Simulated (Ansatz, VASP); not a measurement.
# One calculation of Ru, two programs

```xyz
2
Lattice="2.7237 0.0000 0.0000 -1.3619 2.3588 0.0000 0.0000 0.0000 4.3103" Properties=species:S:1:pos:R:3 pbc="T T T"
Ru    0.0000    1.5725    1.0776
Ru    1.3619    0.7863    3.2327
```

Change from the starting cell: volume scaled by 1.02, crystal datasets.

Alike in both runs: task electric field gradients; functional PBE; k mesh 14 × 14 × 8; occupations fermi-dirac, width 0.03 eV; no spin polarisation.

|  | VASP | Ansatz |
| --- | --- | --- |
| version | VASP 6.6.1 | Ansatz 0.2.0 |
| potentials or method | VASP PAW PBE potentials, release 64 (Ru_pv), cutoff 520 eV | all-electron PAW with datasets made for the crystal, scalar-relativistic |

|  | VASP | Ansatz | Ansatz less VASP |
| --- | --- | --- | --- |
| pressure (GPa) | -1.9 | -1.8 | +0.04 |
| largest component of the traceless stress (GPa) | 1.28 | 1.31 | +0.031 |
| Vzz of the field gradient on the site that differs most (V/Å²) | -12.4 | -9.7 | +2.70 |

Ansatz ran all-electron here, so the differences hold the error of VASP's frozen core and of both bases. Ansatz warned: «gradients_without_spin_orbit».
